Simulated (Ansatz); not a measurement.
# Cu (Fm-3m) in Ansatz: reference runs

Aim: a first look at Cu with PBE, on the cell as given and on a disturbed one, and energy against volume gives the equilibrium volume and stiffness.

All numbers are computed with Ansatz 0.2.0; they aren't measurements. Logs are shortened: lines on timing, memory, paths and dates and some standing lists are left out, and cuts for length are marked.

## Step 1: The structure

The structure is cubic, space group Fm-3m (No. 225). Conventional cell: a = 3.615 Å, b = 3.615 Å, c = 3.615 Å, α = 90.00°, β = 90.00°, γ = 90.00°. Cu (site symmetry m-3m) is surrounded by 12 Cu at 2.56 Å.

## Step 2: Single point, PBE

The input, input.yaml:

```yaml
crystal:
  lattice:
    - [0.0, 1.8075, 1.8075]
    - [1.8075, 0.0, 1.8075]
    - [1.8075, 1.8075, 0.0]
  atoms:
    - { symbol: Cu, position: [0.0, 0.0, 0.0] }
hamiltonian:
  xc: pbe
  pseudopotentials: { kind: paw }
kpoints:
  mp_grid: { grid: [13, 13, 13] }
scf:
  occupations: { method: fermi_dirac, width: 0.05 }
output:
  forces: true
  stress: true
  eigenvalues: true
```

Potentials or basis: Ansatz PAW.

Started as:

```console
$ ansatz run input.yaml --threads 1 --pin off --max-ram 2560MiB --backend cpu --events-out ev --progress --plain --runs-dir out
```

The program printed:

```text
Warning: RAYON_NUM_THREADS=1 ignored (pool sized by the plan → 1); use --threads N
Engine: ansatz 0.2.0, x86_64-unknown-linux-gnu
Pseudopotentials: kind: paw
Pseudopotential: Cu, paw, valence charge 19, recommended cutoff 420 eV (normal), Cu.paw.azcp
Functional definition: PBE
  parameter kappa = 0.804
  parameter beta = 0.06672455060314922
  exchange = pbe_x(kappa = kappa, mu = beta*pi^2/3)
  correlation = pbe_c(beta = beta)
Crystal: 1 atoms, lattice volume = 11.810 Å³
Basis set: ecut = 420 eV, 259 PW (Γ), exchange–correlation on 36×36×36 points (8 copies of the dense FFT grid, shifted against one another)
Bands: 14, of which v1, the nominal top of the filled ones, is band 10 counted from 1 (9 counted from 0)
Symmetry: 48 space group operations
Space group: Fm-3m (ITA 225), of the structure as read, at distance tolerance 2.3e-5 Å
k-points: 84 of 2197
Non-local potential: Cu, projectors of the file, l = 0: 3, l = 1: 2, l = 2: 3, l = 3: 1
PAW form: soft (Blöchl's): semilocal exchange-correlation on the pseudo side does not see the compensation charge
PAW one-centre angular grid: Cu, 590 points (default); XC on 64 Gauss nodes
Initial density: superposition of atomic densities (neutral atoms: chi_scale 0, normalization atom), corrected by the library's trained network
Initial wavefunctions: pseudopotential atomic-orbital guess
Functional: x = pbe(κ = 0.804, μ = 0.2195149727645171), c = pbe(β = 0.06672455060314922)
SCF iter   1: F=—  HF=-6625.175672 eV  |F-HF|=—  |Δ(HF+E_count)|=         —  Δρ=7.24e-4  dr2=1.37e-5  ethr=1.77e-3  ⟨swp⟩=5.7  Hψ=5943  notcnv=0
preconditioner: auto → none  [insulator: Δε(μ)=0.196 eV  Ē_g=17.015 eV  σ=0.050 eV  W_gap=0.53  n_scr=0 (ndim 8)  ℏωp=35.8 eV  f_vac=0.000  D(μ)=0.32/eV (n_scr^D=0)  ε∞_Penn≈5.4]
SCF iter   2: F=—  HF=-6625.175793 eV  |F-HF|=—  |Δ(HF+E_count)|=   1.22e-4  Δρ=3.88e-4  dr2=4.86e-6  ethr=7.23e-8  ⟨swp⟩=3.2  Hψ=3098  notcnv=0
SCF iter   3: F=—  HF=-6625.175806 eV  |F-HF|=—  |Δ(HF+E_count)|=   1.25e-5  Δρ=1.48e-4  dr2=6.78e-7  ethr=2.56e-8  ⟨swp⟩=2.0  Hψ=1595  notcnv=0
iter 4 did not close the SCF: its close was put off for the readings that it lacked (scf_convergence_deferred on its scf_iter line)
SCF iter   4: F=-6625.175807 eV  HF=-6625.175807 eV  |F-HF|=3.10e-9  |Δ(HF+E_count)|=   1.65e-6  Δρ=8.92e-6  dr2=1.79e-9  ethr=3.57e-9  ⟨swp⟩=2.2  Hψ=1592  notcnv=0
iter 5 did not close the SCF: its close was put off for the readings that it lacked (scf_convergence_deferred on its scf_iter line)
SCF iter   5: F=-6625.175807 eV  HF=-6625.175807 eV  |F-HF|=9.90e-10  |Δ(HF+E_count)|=   6.45e-9  Δρ=1.96e-6  dr2=1.23e-10  ethr=9.42e-12  ⟨swp⟩=2.0  Hψ=1869  notcnv=0
SCF iter   6: F=-6625.175807 eV  HF=-6625.175807 eV  |F-HF|=3.64e-12  |Δ(HF+E_count)|=  2.73e-12  Δρ=7.09e-8  dr2=2.43e-13  ethr=1.00e-12  ⟨swp⟩=1.6  Hψ=3759  notcnv=0
SCF 1 converged in 6 iterations: F = -6625.175807 eV  dr2 = 2.43e-13
SCF converged after 6 iterations
Free energy (F): -6625.175807 eV
Harris-Foulkes:  -6625.175807 eV  (|F-HF|=3.64e-12)
Internal energy: -6625.173094 eV  (E = F + TS)
E sigma→0 (E₀):  -6625.174451 eV
Entropy (-TS):   -0.002713 eV (-2.713 meV/atom)
Fermi energy:    16.946939 eV
--- Per-component energies (eV) ---
  E_band       = -359.426511
  E_kinetic    = 299.940335
  E_local      = -4050.170711  (includes V_loc(G=0)·N_el)
  E_nonlocal   = 389.683630
  E_hartree    = 1784.166930
  E_xc         = -89.597956
  E_vxc        = -115.627687  (∫ρ·V_xc dr)
  E_paw        = -1662.741920  (= ΣΔE_a)
  E_vpaw       = -451.586267  (= ΣTr[D̂ρ^β])
  E_aug_tail   = 0.000295  (compensation charges beyond the density's cutoff)
  E_ewald      = -3296.453696
  E_smearing   = -0.002713  (= −TS)
  E_closure    = -0.000000  (closes the sum)
  Σ components = -6625.175807   (vs F -6625.175807, Δ=0.00e0)
--- Forces (eV/Å), atoms counted from 1 ---
  atom   1  Cu    -0.00000000     0.00000000     0.00000000
  max |Σ_I F_I| component: 4.52e-32 eV/Å
--- Stress (GPa, compression-positive) ---
        1.667565       0.000000       0.000000
        0.000000       1.667565       0.000000
        0.000000       0.000000       1.667565
  P = ⅓ Tr σ = 1.6676 GPa (16.676 kbar)
--- Band table (eV; the first three rows and the last of 84) ---
  k-point 0: bands = ["-95.8137", "-53.1253", "-53.1253", "-53.1253", "7.3572", "13.7616", "13.7616", "13.7616", "14.5944", "14.5944", "39.3746", "41.8735", "41.8735", "41.8735"]
  k-point 1: bands = ["-95.8128", "-53.1314", "-53.1262", "-53.1262", "7.5727", "13.7160", "13.8019", "13.8019", "14.5791", "14.5791", "37.8875", "40.2410", "41.2611", "41.2611"]
  k-point 2: bands = ["-95.8106", "-53.1485", "-53.1287", "-53.1287", "8.2046", "13.6043", "13.8891", "13.8891", "14.5648", "14.5648", "34.0297", "39.8390", "40.3439", "40.3439"]
  k-point 83: bands = ["-95.7955", "-53.2013", "-53.1925", "-53.1655", "12.6393", "13.1137", "13.3546", "14.5663", "15.2837", "21.6300", "23.5888", "25.5611", "26.0284", "43.8730"]
```

It took 1.1 s on 1 thread of Intel Xeon Platinum 8259CL at 2.50GHz (Skylake/Cascade Lake), shared host; peak memory 0.4 GiB.

Results:

| Quantity | Value |
| --- | --- |
| Free energy | -6625.1758 eV |
| Pressure | 1.7 GPa |
| Band gap on the k mesh | none (metal or under the smearing width) |

## Step 3: Single point, PBE (cell strained at random at fixed volume)

The input, input.yaml:

```yaml
crystal:
  lattice:
    - [-0.008578, 1.795752, 1.801688]
    - [1.82295, -0.024052, 1.817163]
    - [1.795326, 1.783602, 0.003572]
  atoms:
    - { symbol: Cu, position: [0.001456, -0.024293, 0.029321] }
hamiltonian:
  xc: pbe
  pseudopotentials: { kind: paw }
kpoints:
  mp_grid: { grid: [13, 13, 13] }
scf:
  occupations: { method: fermi_dirac, width: 0.05 }
output:
  forces: true
  stress: true
  eigenvalues: true
  write_density: true
  write_potential: true
  elf: true
  volumetric_format: npy
```

Potentials or basis: Ansatz PAW.

Started as:

```console
$ ansatz run input.yaml --threads 1 --pin off --max-ram 2560MiB --backend cpu --events-out ev --progress --plain --runs-dir out
```

The program printed:

```text
Warning: RAYON_NUM_THREADS=1 ignored (pool sized by the plan → 1); use --threads N
[... 8 set-up lines as earlier in the session ...]
Crystal: 1 atoms, lattice volume = 11.810 Å³
Basis set: ecut = 420 eV, 255 PW (Γ), exchange–correlation on 36×36×36 points (8 copies of the dense FFT grid, shifted against one another)
Bands: 14, of which v1, the nominal top of the filled ones, is band 10 counted from 1 (9 counted from 0)
Symmetry: 2 space group operations
Space group: P-1 (ITA 2), of the structure as read, at distance tolerance 2.3e-5 Å
k-points: 1099 of 2197
[... 6 set-up lines as earlier in the session ...]
SCF iter   1: F=—  HF=-6625.174031 eV  |F-HF|=—  |Δ(HF+E_count)|=         —  Δρ=7.25e-4  dr2=1.34e-5  ethr=1.77e-3  ⟨swp⟩=5.7  Hψ=77810  notcnv=0
preconditioner: auto → none  [metal: Δε(μ)=0.016 eV  Ē_g=17.030 eV  σ=0.050 eV  W_gap=0.08  n_scr=0 (ndim 8)  ℏωp=35.8 eV  f_vac=0.000  D(μ)=0.31/eV (n_scr^D=0)]
SCF iter   2: F=—  HF=-6625.174154 eV  |F-HF|=—  |Δ(HF+E_count)|=   1.23e-4  Δρ=3.87e-4  dr2=4.60e-6  ethr=7.07e-8  ⟨swp⟩=3.1  Hψ=39960  notcnv=0
SCF iter   3: F=—  HF=-6625.174167 eV  |F-HF|=—  |Δ(HF+E_count)|=   1.33e-5  Δρ=1.40e-4  dr2=7.37e-7  ethr=2.42e-8  ⟨swp⟩=2.0  Hψ=21116  notcnv=0
iter 4 did not close the SCF: its close was put off for the readings that it lacked (scf_convergence_deferred on its scf_iter line)
SCF iter   4: F=-6625.174168 eV  HF=-6625.174168 eV  |F-HF|=1.34e-8  |Δ(HF+E_count)|=   8.64e-7  Δρ=1.42e-5  dr2=4.67e-9  ethr=3.88e-9  ⟨swp⟩=2.0  Hψ=21111  notcnv=0
iter 5 did not close the SCF: its close was put off for the readings that it lacked (scf_convergence_deferred on its scf_iter line)
SCF iter   5: F=-6625.174168 eV  HF=-6625.174168 eV  |F-HF|=5.93e-10  |Δ(HF+E_count)|=   1.82e-8  Δρ=2.40e-6  dr2=1.42e-10  ethr=2.46e-11  ⟨swp⟩=2.3  Hψ=23823  notcnv=0
SCF iter   6: F=-6625.174168 eV  HF=-6625.174168 eV  |F-HF|=4.55e-12  |Δ(HF+E_count)|=  2.04e-10  Δρ=1.27e-7  dr2=8.75e-13  ethr=1.00e-12  ⟨swp⟩=4.6  Hψ=77073  notcnv=0
SCF 1 converged in 6 iterations: F = -6625.174168 eV  dr2 = 8.75e-13
SCF converged after 6 iterations
Free energy (F): -6625.174168 eV
Harris-Foulkes:  -6625.174168 eV  (|F-HF|=4.55e-12)
Internal energy: -6625.171618 eV  (E = F + TS)
E sigma→0 (E₀):  -6625.172893 eV
Entropy (-TS):   -0.002550 eV (-2.550 meV/atom)
Fermi energy:    16.925368 eV
--- Per-component energies (eV) ---
  E_band       = -359.428258
  E_kinetic    = 299.946321
  E_local      = -4050.566107  (includes V_loc(G=0)·N_el)
  E_nonlocal   = 389.694403
  E_hartree    = 1784.363424
  E_xc         = -89.598714
  E_vxc        = -115.628746  (∫ρ·V_xc dr)
  E_paw        = -1662.750238  (= ΣΔE_a)
  E_vpaw       = -451.601326  (= ΣTr[D̂ρ^β])
  E_aug_tail   = 0.000278  (compensation charges beyond the density's cutoff)
  E_ewald      = -3296.260986
  E_smearing   = -0.002550  (= −TS)
  E_closure    = 0.000000  (closes the sum)
  Σ components = -6625.174168   (vs F -6625.174168, Δ=0.00e0)
--- Forces (eV/Å), atoms counted from 1 ---
  atom   1  Cu     0.00000000     0.00000000     0.00000000
  max |Σ_I F_I| component: 0.00e0 eV/Å
--- Stress (GPa, compression-positive) ---
        1.661646       1.609699      -0.798824
        1.609699       1.985068       0.562786
       -0.798824       0.562786       1.562968
  P = ⅓ Tr σ = 1.7366 GPa (17.366 kbar)
--- Band table (eV; the first three rows and the last of 1099) ---
  k-point 0: bands = ["-95.8136", "-53.1276", "-53.1260", "-53.1217", "7.3572", "13.6916", "13.7710", "13.8157", "14.5836", "14.6110", "39.2799", "41.3227", "42.0308", "42.3850"]
  k-point 1: bands = ["-95.8127", "-53.1338", "-53.1270", "-53.1227", "7.5766", "13.7302", "13.7553", "13.8342", "14.5651", "14.5914", "38.2103", "40.0367", "40.8654", "41.4430"]
  k-point 2: bands = ["-95.8103", "-53.1515", "-53.1299", "-53.1254", "8.2195", "13.6351", "13.8288", "13.9372", "14.5429", "14.5644", "34.4049", "39.3883", "40.0807", "40.4878"]
  k-point 1098: bands = ["-95.7995", "-53.2305", "-53.1488", "-53.1386", "11.7887", "13.6401", "13.8117", "14.5710", "15.1294", "16.4986", "20.5949", "35.7997", "37.4794", "38.2297"]
```

rho_z.tsv:

```text
# z_ang	rho[e/angstrom^3]
# format = ansatz-planar-average/11
# lattice	-0.008578000	1.795752000	1.801688000
# lattice	1.822950000	-0.024052000	1.817163000
# lattice	1.795326000	1.783602000	0.003572000
# sites	1
# site	29	0.008343340	0.055495904	-0.041416348
0.000000	4.531666e0
0.140594	4.559068e0
0.281189	3.709583e0
0.421783	2.517767e0
0.562378	1.516199e0
0.702972	8.793444e-1
[... 10 lines left out ...]
2.249511	2.453795e0
2.390106	3.646282e0
```

v_z.tsv:

```text
# z_ang	v_es[eV]	v_tot[eV]
# format = ansatz-planar-average/11
# xc	pbe
# density_cutoff_ev	1680
# datasets	Cu=:simpson_from_first_knot:soft
# lattice	-0.008578000	1.795752000	1.801688000
# lattice	1.822950000	-0.024052000	1.817163000
# lattice	1.795326000	1.783602000	0.003572000
# sites	1
# site	29	0.008343340	0.055495904	-0.041416348
0.000000	-3.652861e-1	-1.467335e1
0.140594	-3.889763e-1	-1.470545e1
0.281189	4.408117e-1	-1.358764e1
0.421783	2.124124e0	-1.136835e1
0.562378	4.615420e0	-8.191660e0
0.702972	7.707979e0	-4.360415e0
[... 10 lines left out ...]
2.249511	2.242288e0	-1.121501e1
2.390106	5.119864e-1	-1.349245e1
```

Run time: 15 s. Hardware: 1 thread of Intel Xeon Platinum 8259CL at 2.50GHz (Skylake/Cascade Lake), shared host; peak memory 0.57 GiB.

What came out:

```yaml
Free_energy: -6625.1742 eV
Pressure: 1.7 GPa
Band_gap_on_the_k_mesh: none (metal or under the smearing width)
```

Levels at points of the mesh, in eV from the Fermi level:
```
           k point  band 6  band 7  band 8  band 9  band 10  band 11  band 12  band 13
(0.00, 0.00, 0.00)   -3.23   -3.15   -3.11   -2.34    -2.31    22.35    24.40    25.11
```

[end of part 1 of 2]
